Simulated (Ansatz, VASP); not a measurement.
## One calculation of MnSi, two programs

```
CELL_PARAMETERS angstrom
4.55800 0.00000 0.00000
0.00000 4.55800 0.00000
0.00000 0.00000 4.55800
ATOMIC_POSITIONS crystal
Mn 0.13800 0.13800 0.13800
Mn 0.36200 0.86200 0.63800
Mn 0.63800 0.36200 0.86200
Mn 0.86200 0.63800 0.36200
Si 0.84600 0.84600 0.84600
Si 0.65400 0.15400 0.34600
Si 0.34600 0.65400 0.15400
Si 0.15400 0.34600 0.65400
```

Alike in both runs: task single point; functional PBE; k mesh 12 × 12 × 12; occupations gaussian, width 0.05 eV; no spin polarisation.

|  | VASP | Ansatz |
| --- | --- | --- |
| version | VASP 6.6.1 | Ansatz 0.2.0 |
| potentials or method | VASP PAW PBE potentials, release 64 (Mn_pv, Si) | scalar-relativistic, plane waves, PAW |
| plane-wave cutoff (eV) | 520 | 420 |
| valence electrons in the cell | 68 | 76 |

|  | VASP | Ansatz | Ansatz less VASP |
| --- | --- | --- | --- |
| pressure (GPa) | -8.5 | -8.4 | +0.04 |
| rms of the force components (eV/Å) | 0.093 | 0.097 | +0.0047 |

Atom by atom the forces differ by 0.005 eV/Å (rms over components). The two sets of potentials don't hold the same shells in valence.

Spin polarisation is off, so any magnetic state and its effect on volume and gap are missing.
